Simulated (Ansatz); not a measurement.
# LiBr (Fm-3m): phonons against volume

Aim: how the vibrations of LiBr shift with volume, and the expansion that follows.

Measurements to reproduce:
- volume expansion coefficient 149.4 1e-6/K and heat capacity C_P per formula unit 48.9 J/mol/K near room temperature (given in “High-Throughput Prediction of Finite-Temperature Properties using the Quasi-Harmonic Approximation”, 2016, arXiv:1603.06924)
- volume expansion coefficient 146.7 1e-6/K near room temperature (given in “Descriptors for thermal expansion in solids”, 2017, arXiv:1701.03966)

Program: Ansatz 0.2.0. Level of theory: DFT LDA, scalar-relativistic, plane waves, PAW. Results are calculated unless marked as measured.

Report form: the programs' logs are mostly left out.

## 1. Starting point

It takes space group Fm-3m (No. 225, cubic). The conventional cell has a = 5.501 Å, b = 5.501 Å, c = 5.501 Å, α = 90.00°, β = 90.00°, γ = 90.00°. Nearest to Li lie 6 Br at 2.75 Å. Nearest to Br lie 6 Li at 2.75 Å. Farther neighbours and most contacts between anions are not listed.

Structure file:

```cif
data_structure
_symmetry_space_group_name_H-M 'P 1'
_symmetry_Int_Tables_number 1
_cell_length_a 3.8900
_cell_length_b 3.8900
_cell_length_c 3.8900
_cell_angle_alpha 60.000
_cell_angle_beta 60.000
_cell_angle_gamma 60.000
_cell_volume 41.62
loop_
_atom_site_label
_atom_site_type_symbol
_atom_site_fract_x
_atom_site_fract_y
_atom_site_fract_z
_atom_site_occupancy
Li1 Li 0.00000 0.00000 0.00000 1
Br2 Br 0.50000 0.50000 0.50000 1
```

## 2. Probe on a coarse mesh

A cheap single point shows whether the cell is a metal or an insulator and how far it is from rest; that sets the k-mesh and the occupations of what follows.

Input file input.yaml:

```yaml
crystal:
  lattice:
    - [0.0, 2.75065, 2.75065]
    - [2.75065, 0.0, 2.75065]
    - [2.75065, 2.75065, 0.0]
  atoms:
    - { symbol: Li, position: [0.0, 0.0, 0.0] }
    - { symbol: Br, position: [0.5, 0.5, 0.5] }
kpoints:
  mp_grid: { grid: [6, 6, 6] }
hamiltonian:
  xc: lda
scf:
  occupations: { method: gaussian, width: 0.1 }
output:
  forces: true
  stress: true
  eigenvalues: true
```

Run with:

```
$ ansatz run input.yaml --threads 4 --pin off --max-ram 8192MiB --backend cpu --events-out ev --progress --plain --runs-dir out
```

Elapsed: 0.5 s, on 4 threads of Arm Neoverse N1, shared host; peak memory 0.26 GiB.

Numbers from this step:

| Property | Result |
| --- | --- |
| pressure | -2.787 GPa |
| gap on the k-mesh | 4.643 eV |
| volume per atom | 20.81 Å³ |

The start is under -2.8 GPa at this level and looks like an insulator or semiconductor on this mesh.

## 3. Finding the static equilibrium

Phonons are second derivatives about a minimum, so cell and atoms are relaxed first, inside the symmetry of the start.

input.yaml, the sections that differ from step 2:

```yaml
kpoints:
  mp_grid: { grid: [8, 8, 8] }
scf:
  occupations: { method: gaussian, width: 0.02 }
relax:
  adjacent_minimum: "off"
  f_tol: 0.005
  max_steps: 80
  cell: { stress_tol: 0.05 }
# crystal, hamiltonian, output: as in step 2
```

Run time: 1.7 s. Hardware: 4 threads; peak memory 0.29 GiB; 5.2 s of CPU time.

Step by step:

```csv
step,energy less that of the first step (eV),largest force component (eV/Å),pressure (GPa),volume (Å³)
1,0.0000,0.0000,-2.79,41.62
2,-0.0409,0.0000,0.05,37.38
3*,-0.0402,0.0000,0.05,37.38
```

Relaxation steps marked * repeat the geometry before them on a plane-wave basis chosen anew for their cell, so energy and pressure can jump there.

Forces are held to the 48 operations that the run works with; a distortion that breaks them can't arise in this run.

```csv
"conventional cell, symmetrised",before,after,change
a (Å),5.501,5.307,-3.5 %
b (Å),5.501,5.307,-3.5 %
c (Å),5.501,5.307,-3.5 %
volume (Å³/atom),20.81,18.69,-10.2 %
```

The relaxed structure:

```
Li Br
1.0
     0.00000    2.65375    2.65375
     2.65375    0.00000    2.65375
     2.65375    2.65375    0.00000
Li Br
1 1
Cartesian
  0.0000 0.0000 0.0000
  2.6537 2.6537 2.6537
```

Numbers from this step:

```yaml
pressure: 0.04924 GPa
gap_on_the_k_mesh: 5.158 eV
volume_per_atom: 18.69 Å³
```

The relaxation ends with a pressure of 0.05 GPa.

## 4. A second relaxation

The relaxation is run once more from where the first one ended, as the script does after a large change of volume or of the gap, with mesh and occupations reviewed.

Edit input.yaml of step 3 so:

```diff
@@ -2,5 +2,5 @@
   lattice:
-    - [0.0, 2.75065, 2.75065]
-    - [2.75065, 0.0, 2.75065]
-    - [2.75065, 2.75065, 0.0]
+    - [0.0, 2.6537457258, 2.6537457258]
+    - [2.6537457258, 0.0, 2.6537457258]
+    - [2.6537457258, 2.6537457258, 0.0]
   atoms:
```

Wall time 1.1 s (4 threads); peak memory 0.28 GiB.

Little changed from the start: no atom moved by 0.005 Å and no cell edge by 0.1 %.

This step gave:

* pressure: 0.04925 GPa

## 5. Relaxing to small residual forces and stress

The thresholds are tightened for a last relaxation ahead of the phonons, and where mesh or smearing change with them the cell follows.

input.yaml, the sections that differ from step 4:

```yaml
scf:
  occupations: { method: fixed }
relax:
  adjacent_minimum: "off"
  f_tol: 0.001
  max_steps: 60
  cell: { stress_tol: 0.01 }
# crystal, kpoints, hamiltonian, output: as in step 4
```

Run time: 1.5 s. Hardware: 4 threads; peak memory 0.28 GiB.

Little changed from the start: no atom moved by 0.005 Å and no cell edge by 0.1 %.

This step gave:

- pressure: 0.002719 GPa
- gap on the k-mesh: 5.150 eV
- volume per atom: 18.71 Å³

The residual pressure is 0.0027 GPa, small enough for phonons.

## 6. Phonons, V/V0 1

Phonons at this volume give one point of F(V, T); meshes stay fixed along the series.

Input file input.yaml:

```yaml
crystal:
  lattice:
    - [0.0, 2.6549767116, 2.6549767116]
    - [2.6549767116, 0.0, 2.6549767116]
    - [2.6549767116, 2.6549767116, 0.0]
  atoms:
    - { symbol: Li, position: [0.0, 0.0, 0.0] }
    - { symbol: Br, position: [0.5, 0.5, 0.5] }
kpoints:
  mp_grid: { grid: [8, 8, 8] }
hamiltonian:
  xc: lda
scf:
  occupations: { method: fixed }
output:
  eigenvalues: true
phonons:
  method: dfpt
  dielectric: true
  rigid_motions: translations
  qmesh: [4, 4, 4]
  temperatures: { t_max: 1000, t_step: 50 }
  qpath:
    path:
      - [[0.0, 0.0, 0.0], [0.5, 0.0, 0.5], [0.625, 0.25, 0.625]]
      - [[0.375, 0.375, 0.75], [0.0, 0.0, 0.0], [0.5, 0.5, 0.5], [0.5, 0.25, 0.75], [0.5, 0.0, 0.5]]
    npoints: 10
```

Wall time 67 s (4 threads); peak memory 0.63 GiB.

This step gave:

| Quantity | Value |
| --- | --- |
| Γ frequencies | 0, 0, 0, 196.1, 196.1, 196.1 cm⁻¹ (negative: imaginary) |
| lowest frequency on the path | 0 cm⁻¹ |
| zero-point energy | 0.06154 eV/cell |
| point group | m-3m |
| highest frequency | 373.8 cm⁻¹ |
| Debye temperature from the second moment | 344 K |

LO-TO term included. The phonon branches at the labelled points (cm⁻¹):

```csv
point,branch 1,branch 2,branch 3,branch 4,branch 5,branch 6
Γ,0,0,0,196,196,347
halfway,61,61,105,203,203,288
X,78,78,115,205,205,222
halfway,80,89,114,207,220,221
U,84,108,110,212,218,254
jump to K,84,108,110,212,218,254
halfway,66,71,105,202,215,337
Γ,0,0,0,196,196,347
halfway,56,56,96,205,205,360
L,77,77,131,215,215,374
halfway,84,97,121,214,216,308
W,101,102,102,216,216,248
halfway,87,92,112,210,220,228
X,78,78,115,205,205,222
```

The phonon density of states has structure finer than the step of the table below, so its rows give means over 20 cm⁻¹, whole bins alone (the curve runs from 2.5 to 372 cm⁻¹). Peaks (cm⁻¹: height): 82.5: 0.0786, 117.5: 0.0714, 212.5: 0.174.

Tetrahedra on 20 20 20, mean over bins of 5 cm⁻¹. Table of phonon density of states by wavenumber; means over each step:

```csv
wavenumber (cm⁻¹),phonon density of states (1/cm⁻¹/cell)
20,9.2e-4
40,0.00456
60,0.0164
80,0.0567
100,0.0341
120,0.0365
140,6.8e-4
160,0
180,7.5e-6
200,0.0444
220,0.0573
240,0.00472
260,0.00692
280,0.00702
300,0.00729
320,0.00789
340,0.00952
360,0.00468
```

Harmonic. Thermo, by row:

```csv
T (K),F_vib (meV/atom),S (J/mol-atom/K),C_V (J/mol-atom/K)
0,30.77,0,0
50,30.13,4.171,8.113
100,25.8,12.49,15.97
150,17.38,19.79,19.85
200,5.51,25.8,21.77
250,-9.18,30.77,22.8
300,-26.25,34.99,23.41
350,-45.35,38.63,23.8
400,-66.21,41.83,24.05
450,-88.64,44.67,24.23
500,-112.5,47.23,24.36
550,-137.5,49.56,24.46
600,-163.8,51.69,24.54
650,-191.1,53.66,24.6
700,-219.4,55.48,24.64
750,-248.6,57.18,24.68
800,-278.6,58.77,24.71
850,-309.5,60.27,24.74
900,-341.1,61.69,24.76
950,-373.4,63.03,24.78
1000,-406.4,64.3,24.8
```

The modes has structure finer than the step of the table below, so its rows give means over 10 cm⁻¹, whole bins alone (the curve runs from -10 to 395 cm⁻¹). Peaks (cm⁻¹: height): Br 81.7: 0.0706, 117.3: 0.0592; Li 211.5: 0.136.

Phonopy on the run's constants, 19x19x19 mesh, Gaussian sigma 2.9 cm⁻¹. Table of modes by wavenumber; means over each step; values in 1/cm⁻¹/cell:

```csv
wavenumber (cm⁻¹),Br,Li
0,3.8e-5,0
10,2.0e-4,1.4e-5
20,8.4e-4,6.7e-5
30,0.00197,1.4e-4
40,0.00419,2.7e-4
50,0.00772,4.3e-4
60,0.0147,7.0e-4
70,0.0316,0.00117
80,0.0636,0.00191
90,0.0471,0.00134
100,0.0318,9.8e-4
110,0.0369,0.00136
120,0.0429,0.00117
130,0.00677,9.7e-5
140,7.1e-5,0
150,0,0
160,0,0
170,0,0
180,0,7.5e-7
190,1.0e-4,0.00177
200,0.00183,0.0339
210,0.00442,0.110
220,0.00196,0.0469
230,1.4e-4,0.00394
240,7.1e-5,0.00458
250,5.5e-5,0.00625
260,4.5e-5,0.00696
270,3.2e-5,0.00681
280,3.5e-5,0.00698
290,3.8e-5,0.00647
300,5.2e-5,0.00791
310,7.2e-5,0.00675
320,9.9e-5,0.00849
330,1.4e-4,0.00708
340,2.6e-4,0.0103
350,2.6e-4,0.00796
360,6.4e-5,0.00464
370,9.7e-6,0.00192
380,0,9.2e-5
```

Born charge (rows field, columns displacement) (e), principal values of the symmetric part by kind of site:

```csv
atom,atoms with these values,low,middle,high,mean
Li1,1,1.21,1.21,1.21,1.21
Br2,1,-1.21,-1.21,-1.21,-1.21
```

In full for Br2:

```
-1.21  0.00  0.00
 0.00 -1.21  0.00
 0.00  0.00 -1.21
```

ε∞:

```
3.69 0.00 0.00
0.00 3.69 0.00
0.00 0.00 3.69
```

No LO-TO term. The modes at Γ (shares of kinetic energy by element, %):

```csv
mode,frequency (cm⁻¹),symmetry,Li %,Br %
1,0.0,T1u,8,92
2,0.0,T1u,8,92
3,0.0,T1u,8,92
4,196.1,T1u,92,8
5,196.1,T1u,92,8
6,196.1,T1u,92,8
```

Displacements in mode 6 (196.1 cm⁻¹), the largest set to 1:
```
Li1  0.76  0.89  1.00
Br2 -0.07 -0.08 -0.09
```

No mode is imaginary beyond numerical noise at the solved wavevectors.

## 7. Single point at a scaled cell, V/V0 1.015

Symmetry fixes every atom, so a single point at the scaled cell gives the energy and pressure of this member.

The cell differs from the one that the last finished run ended in (a 3.755 → 3.773 Å, b 3.755 → 3.773 Å, c 3.755 → 3.773 Å).

input.yaml, the sections that differ from step 6:

```yaml
crystal:
  lattice:
    - [0.0, 2.6681857684, 2.6681857684]
    - [2.6681857684, 0.0, 2.6681857684]
    - [2.6681857684, 2.6681857684, 0.0]
  atoms:
    - { symbol: Li, position: [0.0, 0.0, 0.0] }
    - { symbol: Br, position: [0.5, 0.5, 0.5] }
output:
  forces: true
  stress: true
  eigenvalues: true
# kpoints, hamiltonian, scf: as in step 6
# phonons: removed
```

Wall time 0.57 s (4 threads); peak memory 0.26 GiB.

This step gave:

* pressure: -0.4773 GPa
* gap on the k-mesh: 5.073 eV
* volume per atom: 19.00 Å³

At this level the gap is 5.07 eV on the k-mesh of the self-consistent run, which can miss the band edges.

## 8. Phonons, V/V0 1.015

input.yaml, the sections that differ from step 7:

```yaml
output:
  eigenvalues: true
phonons:
  method: dfpt
  dielectric: true
  rigid_motions: translations
  qmesh: [4, 4, 4]
  temperatures: { t_max: 1000, t_step: 50 }
  qpath:
    path:
      - [[0.0, 0.0, 0.0], [0.5, 0.0, 0.5], [0.625, 0.25, 0.625]]
      - [[0.375, 0.375, 0.75], [0.0, 0.0, 0.0], [0.5, 0.5, 0.5], [0.5, 0.25, 0.75], [0.5, 0.0, 0.5]]
    npoints: 10
# crystal, kpoints, hamiltonian, scf: as in step 7
```

Elapsed: 66 s, on 4 threads; peak memory 0.64 GiB; 4.2 min of CPU time.

LO-TO term included. The phonon branches at the labelled points (cm⁻¹):

```csv
point,branch 1,branch 2,branch 3,branch 4,branch 5,branch 6
Γ,0,0,0,187,187,342
halfway,60,60,102,194,194,283
X,77,77,114,196,196,212
halfway,79,88,113,198,212,212
U,82,106,109,203,209,247
jump to K,82,106,109,203,209,247
halfway,64,70,102,193,206,331
Γ,0,0,0,187,187,342
halfway,54,54,94,196,196,355
L,74,74,128,207,207,368
halfway,82,94,119,206,207,302
W,98,102,102,207,207,242
halfway,86,90,112,201,211,220
X,77,77,114,196,196,212
```

No mode is imaginary beyond numerical noise at the solved wavevectors. The highest zone-centre mode (no LO–TO term) moved by -4.7 % for a volume change of +1.5 %.

## 9. Single point at a scaled cell, V/V0 0.985

The cell differs from the one that the last finished run ended in (a 3.773 → 3.736 Å, b 3.773 → 3.736 Å, c 3.773 → 3.736 Å).

input.yaml, the sections that differ from step 8:

```yaml
crystal:
  lattice:
    - [0.0, 2.6416348949, 2.6416348949]
    - [2.6416348949, 0.0, 2.6416348949]
    - [2.6416348949, 2.6416348949, 0.0]
  atoms:
    - { symbol: Li, position: [0.0, 0.0, 0.0] }
    - { symbol: Br, position: [0.5, 0.5, 0.5] }
output:
  forces: true
  stress: true
  eigenvalues: true
  write_density: true
  write_potential: true
  elf: true
  volumetric_format: npy
# kpoints, hamiltonian, scf: as in step 8
# phonons: removed
```

Elapsed: 0.65 s, on 4 threads; peak memory 0.27 GiB.

The run ends at a pressure of 0.52 GPa.

## 10. Phonons, V/V0 0.985

The same q-mesh and k-mesh are kept at every volume, so that much of their error can cancel in the differences.

input.yaml, the sections that differ from step 9:

```yaml
output:
  eigenvalues: true
phonons:
  method: dfpt
  dielectric: true
  rigid_motions: translations
  qmesh: [4, 4, 4]
  temperatures: { t_max: 1000, t_step: 50 }
  qpath:
    path:
      - [[0.0, 0.0, 0.0], [0.5, 0.0, 0.5], [0.625, 0.25, 0.625]]
      - [[0.375, 0.375, 0.75], [0.0, 0.0, 0.0], [0.5, 0.5, 0.5], [0.5, 0.25, 0.75], [0.5, 0.0, 0.5]]
    npoints: 10
# crystal, kpoints, hamiltonian, scf: as in step 9
```

Wall time 64 s (4 threads); peak memory 0.63 GiB; 4.1 min of CPU time.

No mode is imaginary beyond numerical noise at the solved wavevectors. The highest zone-centre mode (no LO–TO term) moved by +4.8 % for a volume change of -1.5 %.

## 11. A cell at another volume, V/V0 1.03

The cell differs from the one that the last finished run ended in (a 3.736 → 3.792 Å, b 3.736 → 3.792 Å, c 3.736 → 3.792 Å).

input.yaml, the sections that differ from step 10:

```yaml
crystal:
  lattice:
    - [0.0, 2.6812653194, 2.6812653194]
    - [2.6812653194, 0.0, 2.6812653194]
    - [2.6812653194, 2.6812653194, 0.0]
  atoms:
    - { symbol: Li, position: [0.0, 0.0, 0.0] }
    - { symbol: Br, position: [0.5, 0.5, 0.5] }
output:
  forces: true
  stress: true
  eigenvalues: true
# kpoints, hamiltonian, scf: as in step 10
# phonons: removed
```

Elapsed: 0.54 s, on 4 threads; peak memory 0.27 GiB.

The run ends at a pressure of -0.92 GPa.

## 12. Lattice dynamics at this volume, V/V0 1.03

input.yaml, the sections that differ from step 11:

```yaml
output:
  eigenvalues: true
phonons:
  method: dfpt
  dielectric: true
  rigid_motions: translations
  qmesh: [4, 4, 4]
  temperatures: { t_max: 1000, t_step: 50 }
  qpath:
    path:
      - [[0.0, 0.0, 0.0], [0.5, 0.0, 0.5], [0.625, 0.25, 0.625]]
      - [[0.375, 0.375, 0.75], [0.0, 0.0, 0.0], [0.5, 0.5, 0.5], [0.5, 0.25, 0.75], [0.5, 0.0, 0.5]]
    npoints: 10
# crystal, kpoints, hamiltonian, scf: as in step 11
```

Run time: 68 s. Hardware: 4 threads; peak memory 0.64 GiB.

No mode is imaginary beyond numerical noise at the solved wavevectors. The highest zone-centre mode (no LO–TO term) moved by -9.4 % for a volume change of +3.0 %.

## 13. Single point at a scaled cell, V/V0 0.97

The cell differs from the one that the last finished run ended in (a 3.792 → 3.717 Å, b 3.792 → 3.717 Å, c 3.792 → 3.717 Å).

input.yaml, the sections that differ from step 12:

```yaml
crystal:
  lattice:
    - [0.0, 2.6281569314, 2.6281569314]
    - [2.6281569314, 0.0, 2.6281569314]
    - [2.6281569314, 2.6281569314, 0.0]
  atoms:
    - { symbol: Li, position: [0.0, 0.0, 0.0] }
    - { symbol: Br, position: [0.5, 0.5, 0.5] }
output:
  forces: true
  stress: true
  eigenvalues: true
# kpoints, hamiltonian, scf: as in step 12
# phonons: removed
```

The job ended after 0.54 s (4 threads; peak memory 0.26 GiB; 1.4 s of CPU time).

The run ends at a pressure of 1.09 GPa.

## 14. Lattice dynamics at this volume, V/V0 0.97

input.yaml, the sections that differ from step 13:

```yaml
output:
  eigenvalues: true
phonons:
  method: dfpt
  dielectric: true
  rigid_motions: translations
  qmesh: [4, 4, 4]
  temperatures: { t_max: 1000, t_step: 50 }
  qpath:
    path:
      - [[0.0, 0.0, 0.0], [0.5, 0.0, 0.5], [0.625, 0.25, 0.625]]
      - [[0.375, 0.375, 0.75], [0.0, 0.0, 0.0], [0.5, 0.5, 0.5], [0.5, 0.25, 0.75], [0.5, 0.0, 0.5]]
    npoints: 10
# crystal, kpoints, hamiltonian, scf: as in step 13
```

It took 64 s on 4 threads; peak memory 0.62 GiB; 4.1 min of CPU time.

(Continued in part 2 of 2.)

[Logs are printed without paths, hosts, clocks, repeated set-up lines and the standing remarks that a program may print on its own settings, such as how far it seeks lower states.]

[Hosts, paths, dates, database ids (printed as entryN), source tags and the programs' standing remarks are cut or masked in the printed files.]

[A step with changed settings may run another functional than the one named; its input shows which.]

[Of the runs on displaced cells, only some may be shown.]
